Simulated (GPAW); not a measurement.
Runs of GPAW 26.7.0 on MgB2. It takes space group P6/mmm (No. 191, hexagonal). The conventional cell has a = 3.085 Å, b = 3.085 Å, c = 3.523 Å, α = 90.00°, β = 90.00°, γ = 120.00°. Around Mg (site symmetry 6/mmm) lie 12 B at 2.51 Å. B (site symmetry -6m2) has 3 B at 1.78 Å as nearest neighbours. 

```tsv
task	level	potentials or basis	cell	smearing	optimizer	fmax	max steps	convergence	eigensolver	gap on the mesh (eV)	pressure (GPa)	relaxed volume (Å³/atom)
single point	PBE	GPAW PAW data sets (gpaw-data 1.2.1), pw	as given	gaussian 0.027 eV	-	-	-	-	-	none	-1.1	-
relaxation of cell and atoms	RPBE	the program's PAW data sets (release 1.2.1) made for this functional, pw	relaxed	fermi-dirac 0.05 eV	BFGS	0.01 eV/Å	60	density=1e-05 forces=0.0001	-	none	-0.1	9.83
single point	PBE	GPAW PAW data sets (gpaw-data 1.2.1), pw	as given	gaussian 0.1 eV	-	-	-	-	-	none	-1.2	-
band structure	BLYP	PAW data sets generated in the run's folder for this functional, pw	as given	fermi-dirac 0.05 eV	-	-	-	-	davidson	-	0.7	-
relaxation of cell and atoms	PBEsol+D3(BJ)	PAW data sets generated in the run's folder for this functional, pw	relaxed	fermi-dirac 0.05 eV	LBFGS	0.05 eV/Å	40	density=1e-05 forces=0.0001	-	none	-0.5	-
relaxation of cell and atoms	revPBE+D4	the program's PAW data sets (release 1.2.1) made for this functional, pw	relaxed	fermi-dirac 0.05 eV	BFGS	0.05 eV/Å	100	density=1e-05 forces=0.0001	-	none	-0.3	(a)
band structure	revPBE	the program's PAW data sets (release 1.2.1) made for this functional, pw	as given	fermi-dirac 0.05 eV	-	-	-	-	-	-	(b)	-
single point	PBE	GPAW PAW data sets (gpaw-data 1.2.1), pw	as given	gaussian 0.026 eV	-	-	-	-	-	none	-1.1	-
```

Alike in all rows: no spin polarisation; k mesh 10 × 10 × 8; cutoff (eV) 800.

**Question.** Estimate the missing entries.

**Answer.** (a) 9.23; (b) 1.6.

Caveats: later steps reuse the first step's grids (some runs); pairwise dispersion overbinds metals, which lowers pressure and volume (some runs).

A gap of «none» marks a metal or a gap under the smearing width.
